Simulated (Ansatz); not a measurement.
# AgI: the cost of one run

Computed with Ansatz 0.2.0 (DFT PBE, scalar-relativistic, plane waves, PAW, unless a step's input says otherwise).

1 further run of the same task is left out (set aside as unsound or not needed).

## (1) The structure to begin with

Symmetry: P6_3mc, No. 186, hexagonal system. Conventional cell: a = 4.580 Å, b = 4.580 Å, c = 7.510 Å, α = 90.00°, β = 90.00°, γ = 120.00°. Ag (site symmetry 3m) is surrounded by 4 I at 2.81 to 2.82 Å. Around I (site symmetry 3m) lie 4 Ag at 2.81 to 2.82 Å.

As a file:

```cif
data_structure
_symmetry_space_group_name_H-M 'P 1'
_symmetry_Int_Tables_number 1
_cell_length_a 4.5800
_cell_length_b 4.5800
_cell_length_c 7.5100
_cell_angle_alpha 90.000
_cell_angle_beta 90.000
_cell_angle_gamma 120.000
_cell_volume 136.43
loop_
_atom_site_label
_atom_site_type_symbol
_atom_site_fract_x
_atom_site_fract_y
_atom_site_fract_z
_atom_site_occupancy
Ag1 Ag 0.33333 0.66667 0.00000 1
Ag2 Ag 0.66667 0.33333 0.50000 1
I1 I 0.33333 0.66667 0.37500 1
I2 I 0.66667 0.33333 0.87500 1
```

The structure comes from the Crystallography Open Database.

## (2) A change within the space group

What differs from the listed cell: strain xx, yy, zz, yz, xz, xy = -2.3, -2.3, -0.8, +0.0, +0.0, +0.0 %; atoms moved by 0.03 Å root mean square, at most 0.03 Å.

Input file input.yaml:

```yaml
crystal:
  lattice:
    - [4.4743867443, 0.0, 0.0]
    - [-2.2371933722, 3.8749325869, 0.0]
    - [0.0, 0.0, 7.4494694]
  atoms:
    - { symbol: Ag, position: [0.3333333333, 0.6666666667, 0.0039946738] }
    - { symbol: Ag, position: [0.6666666667, 0.3333333333, 0.5039946738] }
    - { symbol: I, position: [0.3333333333, 0.6666666667, 0.3710053262] }
    - { symbol: I, position: [0.6666666667, 0.3333333333, 0.8710053262] }
basis:
  ecutwfc: 420
kpoints:
  mp_grid: { grid: [9, 9, 4] }
hamiltonian:
  xc: pbe
scf:
  occupations: { method: gaussian, width: 0.02 }
output:
  forces: true
  stress: true
  eigenvalues: true
  populations: true
```

Run with:

```bash
$ ansatz run input.yaml --threads 1 --pin off --max-ram 1331MiB --backend cpu --events-out ev --progress --plain --runs-dir out
```

What time and memory should one allow on 1 thread of an x86-64 CPU, shared host?

About 40 s, with a peak of 0.45 GiB.
